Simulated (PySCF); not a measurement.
# Level sweep

Compound: C4H10O.
Atom-mapped SMILES: `[CH3:1][C:2]([CH3:3])([CH3:4])[OH:5]` (hydrogens: H6, H7, H8 on C1; H9, H10, H11 on C3; H12, H13, H14 on C4; H15 on O5)

Geometry (PBE0-D3(BJ)/def2-SVP, Å), atoms numbered from 1 in this order:
```
atom  x, y, z in Å
C1     0.1659   -1.3622   -0.4509
C2    -0.0896   -0.0179    0.2284
C3    -0.8898    0.9057   -0.6881
C4     1.2224    0.6363    0.6360
O5    -0.7989   -0.2221    1.4401
H6     0.7540   -1.2469   -1.3743
H7     0.7103   -2.0325    0.2306
H8    -0.7864   -1.8486   -0.7210
H9    -1.0984    1.8574   -0.1771
H10   -0.3488    1.1202   -1.6224
H11   -1.8544    0.4451   -0.9600
H12    1.8466    0.8552   -0.2427
H13    1.7825   -0.0275    1.3108
H14    1.0234    1.5762    1.1716
H15   -1.6390   -0.6384    1.2190
```

PySCF, dipoles from the SCF density, polarisabilities from static response with core orbitals frozen. Geometry: PBE0-D3(BJ)/def2-SVP; no solvent, vibrations or thermal averaging.

The anisotropy is √(½[(α1 − α2)² + (α2 − α3)² + (α3 − α1)²]).

| level | μ (D) | α (Å³) | anisotropy (Å³) |
| --- | --- | --- | --- |
| LDA/def2-SVPD | 1.613 | 8.91 | 0.52 |
| PBE/def2-SVPD | 1.552 | 8.78 | 0.49 |
| B3LYP/def2-SVPD | 1.623 | 8.48 | 0.46 |
| PBE0/def2-SVPD | 1.614 | 8.40 | 0.47 |
| BHandHLYP/def2-SVPD | 1.687 | 8.14 | 0.44 |
| CAM-B3LYP/def2-SVPD | 1.676 | 8.34 | 0.43 |
| wB97X-D/def2-SVPD | 1.649 | 8.34 | 0.45 |
| LC-wPBE/def2-SVPD | 1.689 | 8.12 | 0.41 |
| HF/def2-SVPD | 1.741 | 7.82 | 0.42 |
| PBE0/6-31G* | 1.490 | 6.95 | 0.46 |
| PBE0/6-31+G* | 1.706 | 7.89 | 0.38 |
| PBE0/def2-SVP | 1.487 | 7.25 | 0.60 |
| PBE0/aug-cc-pVDZ | 1.555 | 8.61 | 0.50 |
| PBE0/def2-TZVP | 1.521 | 8.17 | 0.55 |
| PBE0/def2-TZVPD | 1.555 | 8.57 | 0.49 |

The dipole runs from 1.49 D (PBE0/def2-SVP) to 1.74 D (HF/def2-SVPD). No reference polarisability is at hand; against PBE0 in the largest diffuse basis at hand (def2-TZVPD) the other PBE0 rows deviate by 6-31G* -19%, 6-31+G* -8%, def2-SVP -15%, def2-SVPD -2%, aug-cc-pVDZ 0%, def2-TZVP -5%. In one basis (def2-SVPD) the functionals order the polarisability from HF (lowest) to LDA (highest), a spread of 14%. With PBE0 the polarisability is 7.46 Å³ without diffuse functions (mean of 6-31G*, def2-SVP and def2-TZVP) and 8.37 Å³ with them (mean of 6-31+G*, def2-SVPD, aug-cc-pVDZ and def2-TZVPD).
